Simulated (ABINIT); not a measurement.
# Al (Pm-3m) in ABINIT: notebook

The runs below take Al through single point, with PBE.

Program: ABINIT 10.8.3 (patched build). These are calculated values, not measurements. Logs are shortened: lines on timing, memory, paths and dates and some standing lists are left out, and cuts for length are marked. The log counts tension as positive stress, the text compression.

### Step 1. The undisturbed crystal

It takes space group Pm-3m (No. 221, cubic). The conventional cell has a = 2.722 Å, b = 2.722 Å, c = 2.722 Å, α = 90.00°, β = 90.00°, γ = 90.00°. Al (site symmetry m-3m) has 6 Al at 2.72 Å as nearest neighbours.

The cell was built by a generator and needn't be a form met in nature.

### Step 2. Single point, PBE, 20.16 Å³/atom (shear strain of 0 %)

The input, run.abi:

```
# Pseudopotentials
pp_dirpath "./"
pseudos "Al.GGA_PBE-JTH.xml"

# Structure
acell 3*1.0 Angstrom
rprim
     2.7217600000     0.0000000000     0.0000000000
     0.0000000000     2.7217600000     0.0000000000
     0.0000000000     0.0000000000     2.7217600000
ntypat 1
znucl 13
natom 1
typat 1
xred
     0.0000000000     0.0000000000     0.0000000000

# Plane-wave basis
ecut 15.0
pawecutdg 30.0
pawxcdev 0

# k points
kptopt 1
ngkpt 10 10 10
nshiftk 1
shiftk 0.0 0.0 0.0

# Exchange and correlation
ixc 11

# Bands and occupations
nband 6
occopt 3
tsmear 0.05 eV

# SCF cycle
nstep 100
tolvrs 1.0e-9

# Output
iomode 3
prtwf 0
prtden 0
prteig 0
prtebands 0
```

Potentials or basis: JTH PAW PBE v2.0.

Started as:

```sh
$ abinit run.abi > log 2>&1
```

run.abo:

```text
.Version 10.8.3 of ABINIT
 Symmetries : space group Pm -3 m (#221); Bravais cP (primitive cubic)
================================================================================
 Values of the parameters that define the memory need of the present run
     intxc =       0    ionmov =       0      iscf =      17    lmnmax =       8
     lnmax =       4     mgfft =      18  mpssoang =       2    mqgrid =    3001
     natom =       1  nloc_mem =       2    nspden =       1   nspinor =       1
    nsppol =       1      nsym =      48    n1xccc =       1    ntypat =       1
    occopt =       3   xclevel =       2
       mpw =         392          nfft =        5832          nkpt =          56
 PAW method is used; the additional fine FFT grid is defined by:
   mgfftf=        27    nfftf =     19683
================================================================================
================================================================================

--------------------------------------------------------------------------------
------------- Echo of variables that govern the present computation ------------
--------------------------------------------------------------------------------
 -outvars: echo values of preprocessed input variables --------
            acell      1.8897261259E+00  1.8897261259E+00  1.8897261259E+00 Bohr
              amu      2.69815390E+01
             ecut      1.50000000E+01 Hartree
                       outvar_i_n : Printing only first  50 k-points.
              ixc          11
                       outvar_i_n : Printing only first  50 k-points.
         kptrlatt       10    0    0      0   10    0      0    0   10
          kptrlen      5.14338098E+01
            natom           1
            nband           6
            ngfft          18      18      18
          ngfftdg          27      27      27
             nkpt          56
            nstep         100
             nsym          48
           ntypat           1
                       prtocc : prtvol=0, do not print more k-points.
           occopt           3
        pawecutdg      3.00000000E+01 Hartree
         pawxcdev           0
           prtden           0
        prtebands           0
           prteig           0
            prtwf           0
            rprim      2.7217600000E+00  0.0000000000E+00  0.0000000000E+00
                       0.0000000000E+00  2.7217600000E+00  0.0000000000E+00
                       0.0000000000E+00  0.0000000000E+00  2.7217600000E+00
          spgroup         221
           tolvrs      1.00000000E-09
           tsmear      1.83746611E-03 Hartree
            typat      1
           useylm           1
                       outvars : Printing only first  50 k-points.
            znucl       13.00000

================================================================================

 chkinp: Checking input parameters for consistency.

================================================================================
== DATASET  1 ==================================================================

--- !DatasetInfo
iteration_state: {dtset: 1, }
dimensions: {natom: 1, nkpt: 56, mband: 6, nsppol: 1, nspinor: 1, nspden: 1, mpw: 392, }
cutoff_energies: {ecut:  15.0, pawecutdg:  30.0, }
electrons: {nelect:   3.00000000E+00, charge:   0.00000000E+00, occopt:   3.00000000E+00, tsmear:   1.83746611E-03, }
meta: {optdriver: 0, ionmov: 0, optcell: 0, iscf: 17, paral_kgb: 0, }
...

 Exchange-correlation functional for the present dataset will be:
  GGA: Perdew-Burke-Ernzerhof functional - ixc=11
  J.P.Perdew, K.Burke, M.Ernzerhof, PRL 77, 3865 (1996)

 Real(R)+Recip(G) space primitive vectors, cartesian coordinates (Bohr,Bohr^-1):
 R(1)=  5.1433810  0.0000000  0.0000000  G(1)=  0.1944246  0.0000000  0.0000000
 R(2)=  0.0000000  5.1433810  0.0000000  G(2)=  0.0000000  0.1944246  0.0000000
 R(3)=  0.0000000  0.0000000  5.1433810  G(3)=  0.0000000  0.0000000  0.1944246
 Unit cell volume ucvol=  1.3606489E+02 bohr^3
 Angles (23,13,12)=  9.00000000E+01  9.00000000E+01  9.00000000E+01 degrees

 Coarse grid specifications (used for wave-functions):

 getcut: wavevector=  0.0000  0.0000  0.0000  ngfft=  18  18  18
         ecut(hartree)=     15.000   => boxcut(ratio)=   2.00730

 Fine grid specifications (used for densities):

 getcut: wavevector=  0.0000  0.0000  0.0000  ngfft=  27  27  27
         ecut(hartree)=     30.000   => boxcut(ratio)=   2.05021

--- Pseudopotential description ------------------------------------------------
- pspini: atom type   1  psp file is ./Al.GGA_PBE-JTH.xml
 Pseudopotential format is: paw10
 basis_size (lnmax)=  4 (lmn_size=  8), orbitals=   0   0   1   1
 Spheres core radius: rc_sph= 1.90363307
 Shapefunction is SIN type: shapef(r)=[sin(pi*r/rshp)/(pi*r/rshp)]**2
 Radius for shape functions =  1.60786206
 Compensation charge density is not taken into account in XC energy/potential

  -1.09563711E+01                                ecore*ucvol(ha*bohr**3)
--------------------------------------------------------------------------------

================================================================================

--- !BeginCycle
iteration_state: {dtset: 1, }
solver: {iscf: 17, nstep: 100, nline: 4, wfoptalg: 10, }
tolerances: {tolvrs: 1.00E-09, }
...

     iter   Etot(hartree)      deltaE(h)  residm     nres2
 ETOT  1  -2.0836862153565    -2.084E+00 1.657E-01 9.337E-02
 ETOT  2  -2.0913999393302    -7.714E-03 6.305E-03 1.490E-02
 ETOT  3  -2.0913713195676     2.862E-05 3.675E-04 2.691E-04
 ETOT  4  -2.0913689447478     2.375E-06 2.045E-04 7.338E-06
 ETOT  5  -2.0913689503480    -5.600E-09 1.158E-04 6.171E-08
 ETOT  6  -2.0913689506363    -2.883E-10 7.263E-05 1.725E-09
 ETOT  7  -2.0913689506609    -2.459E-11 4.008E-05 2.313E-11

 At SCF step    7       nres2   =  2.31E-11 < tolvrs=  1.00E-09 =>converged.

 Cartesian components of stress tensor (hartree/bohr^3)
  sigma(1 1)= -9.64594475E-06  sigma(3 2)=  0.00000000E+00
  sigma(2 2)= -9.64594475E-06  sigma(3 1)=  0.00000000E+00
  sigma(3 3)= -9.64594475E-06  sigma(2 1)=  0.00000000E+00

--- !ResultsGS
iteration_state: {dtset: 1, }
comment   : Summary of ground state results
lattice_vectors:
- [  5.1433810,   0.0000000,   0.0000000, ]
- [  0.0000000,   5.1433810,   0.0000000, ]
- [  0.0000000,   0.0000000,   5.1433810, ]
lattice_lengths: [   5.14338,    5.14338,    5.14338, ]
lattice_angles: [ 90.000,  90.000,  90.000, ] # degrees, (23, 13, 12)
lattice_volume:   1.3606489E+02
convergence: {deltae: -2.459E-11, res2:  2.313E-11, residm:  4.008E-05, diffor: null, }
etotal    :  -2.09136895E+00
entropy   :   0.00000000E+00
fermie    :   2.33232796E-01
cartesian_stress_tensor: # hartree/bohr^3
- [ -9.64594475E-06,   0.00000000E+00,   0.00000000E+00, ]
- [  0.00000000E+00,  -9.64594475E-06,   0.00000000E+00, ]
- [  0.00000000E+00,   0.00000000E+00,  -9.64594475E-06, ]
pressure_GPa:   2.8379E-01
xred      :
- [  0.0000E+00,   0.0000E+00,   0.0000E+00, Al]
cartesian_forces: # hartree/bohr
- [ -0.00000000E+00,  -0.00000000E+00,  -0.00000000E+00, ]
force_length_stats: {min:   0.00000000E+00, max:   0.00000000E+00, mean:   0.00000000E+00, }
...

 Integrated electronic density in atomic spheres:
 ------------------------------------------------
 Atom  Sphere_radius  Integrated_density
    1        1.90363          0.72901134

================================================================================

 ----iterations are completed or convergence reached----

 Mean square residual over all n,k,spin=   35.142E-08; max=  40.079E-06
 reduced coordinates (array xred) for    1 atoms
       0.000000000000      0.000000000000      0.000000000000
 rms dE/dt=  0.0000E+00; max dE/dt=  0.0000E+00; dE/dt below (all hartree)
    1       0.000000000000      0.000000000000      0.000000000000

 cartesian coordinates (angstrom) at end:
    1      0.00000000000000     0.00000000000000     0.00000000000000

 cartesian forces (hartree/bohr) at end:
    1     -0.00000000000000    -0.00000000000000    -0.00000000000000
 frms,max,avg= 0.0000000E+00 0.0000000E+00   0.000E+00  0.000E+00  0.000E+00 h/b

 cartesian forces (eV/Angstrom) at end:
    1     -0.00000000000000    -0.00000000000000    -0.00000000000000
 frms,max,avg= 0.0000000E+00 0.0000000E+00   0.000E+00  0.000E+00  0.000E+00 e/A
 length scales=  1.889726125908  1.889726125908  1.889726125908 bohr
              =  1.000000000000  1.000000000000  1.000000000000 angstroms
 Fermi (or HOMO) energy (hartree) =   0.23323   Average Vxc (hartree)=  -0.33725
 Eigenvalues (hartree) for nkpt=  56  k points:
 kpt#   1, nband=  6, wtk=  0.00100, kpt=  0.0000  0.0000  0.0000 (reduced coord)
  -0.11826    0.52711    0.52711    0.56780    0.56780    0.56780
      occupation numbers for kpt#   1
   2.00000    0.00000    0.00000    0.00000    0.00000    0.00000
 prteigrs : prtvol=0 or 1, do not print more k-points.

--- !EnergyTerms
iteration_state     : {dtset: 1, }
comment             : Components of total free energy in Hartree
kinetic             :  7.60193979067820E-01
hartree             :  1.66684818038034E-02
xc                  : -1.03535561660258E+00
Ewald energy        : -2.48238244574746E+00
psp_core            : -8.05231305603574E-02
local_psp           :  5.92531446587193E-02
PAW spherical_terms :  6.70934224427923E-01
internal            : -2.09121136295212E+00
'-kT*entropy'       : -1.60952355068361E-04
total_energy        : -2.09137231530719E+00
total_energy_eV     : -5.69091398559756E+01
...

--- !EnergyTermsDC
iteration_state     : {dtset: 1, }
comment             : '"Double-counting" decomposition of free energy'
band_energy         :  2.87744293461873E-01
Ewald energy        : -2.48238244574746E+00
psp_core            : -8.05231305603574E-02
xc_dc               :  3.36708345257408E-03
PAW spherical_terms :  1.80586201087513E-01
internal            : -2.09120799830585E+00
'-kT*entropy'       : -1.60952355068361E-04
total_energy_dc     : -2.09136895066092E+00
total_energy_dc_eV  : -5.69090482992863E+01
...

--- !EnergyTermsWithPAWCore
iteration_state     : {dtset: 1, }
comment             : 'Components of total free energy, including PAW core contributions'
Total energy        : -2.42808534278386E+02
Total energy DC     : -2.42808530913740E+02
Total energy (eV)   : -6.60715681006968E+03
Total energy DC (eV): -6.60715671851299E+03
...

 Cartesian components of stress tensor (hartree/bohr^3)
  sigma(1 1)= -9.64594475E-06  sigma(3 2)=  0.00000000E+00
  sigma(2 2)= -9.64594475E-06  sigma(3 1)=  0.00000000E+00
  sigma(3 3)= -9.64594475E-06  sigma(2 1)=  0.00000000E+00

-Cartesian components of stress tensor (GPa)         [Pressure=  2.8379E-01 GPa]
- sigma(1 1)= -2.83793493E-01  sigma(3 2)=  0.00000000E+00
- sigma(2 2)= -2.83793493E-01  sigma(3 1)=  0.00000000E+00
- sigma(3 3)= -2.83793493E-01  sigma(2 1)=  0.00000000E+00

== END DATASET(S) ==============================================================
================================================================================

 -outvars: echo values of variables after computation  --------
            acell      1.8897261259E+00  1.8897261259E+00  1.8897261259E+00 Bohr
           etotal     -2.0913689507E+00
            fcart     -0.0000000000E+00 -0.0000000000E+00 -0.0000000000E+00
            rprim      2.7217600000E+00  0.0000000000E+00  0.0000000000E+00
                       0.0000000000E+00  2.7217600000E+00  0.0000000000E+00
                       0.0000000000E+00  0.0000000000E+00  2.7217600000E+00
           strten     -9.6459447529E-06 -9.6459447529E-06 -9.6459447529E-06
                       0.0000000000E+00  0.0000000000E+00  0.0000000000E+00
 Calculation completed.
```

Wall time 2.4 s (1 thread of Arm Neoverse V2, shared host); peak memory 0.07 GiB.

Results:

```yaml
Free_energy: -56.9090 eV
Pressure: 0.3 GPa
Band_gap_on_the_k_mesh: none (metal or under the smearing width)
Valence_electrons_inside_the_program's_atomic_spheres: Al 0.73 (radii [1.0074] Å)
```

### Step 3. Single point, PBE, 20.15 Å³/atom (shear strain of -4 %)

Changes to run.abi since step 2:

```diff
@@ -7,4 +7,4 @@
 rprim
-     2.7217600000     0.0000000000     0.0000000000
-     0.0000000000     2.7217600000     0.0000000000
+     2.7217600000    -0.0544352000     0.0000000000
+    -0.0544352000     2.7217600000     0.0000000000
      0.0000000000     0.0000000000     2.7217600000
@@ -16,2 +16,5 @@
      0.0000000000     0.0000000000     0.0000000000
+chkprim 0
+chksymtnons 0
+tolsym 1.0e-6
```

Potentials or basis: JTH PAW PBE v2.0.

Started as:

```sh
$ abinit run.abi > log 2>&1
```

Run time: 5.2 s. Hardware: 1 thread of Arm Neoverse V2, shared host; peak memory 0.08 GiB.

The run converged. Its results:

```yaml
Free_energy: -56.9110 eV
Pressure: 0.2 GPa
Band_gap_on_the_k_mesh: none (metal or under the smearing width)
Valence_electrons_inside_the_program's_atomic_spheres: Al 0.73 (radii [1.0074] Å)
```

### Step 4. For comparison

An earlier run on the cell as given: functional PBE; potentials or basis JTH PAW PBE v2.0; cutoff 408 eV; k mesh 10 × 10 × 10; occupations fermi-dirac, width 0.05 eV; no spin polarisation.

- Pressure: 0.3 GPa
- Band gap on the k mesh: none (metal or under the smearing width)
- Valence electrons inside the program's atomic spheres: Al 0.73 (radii [1.0074] Å)
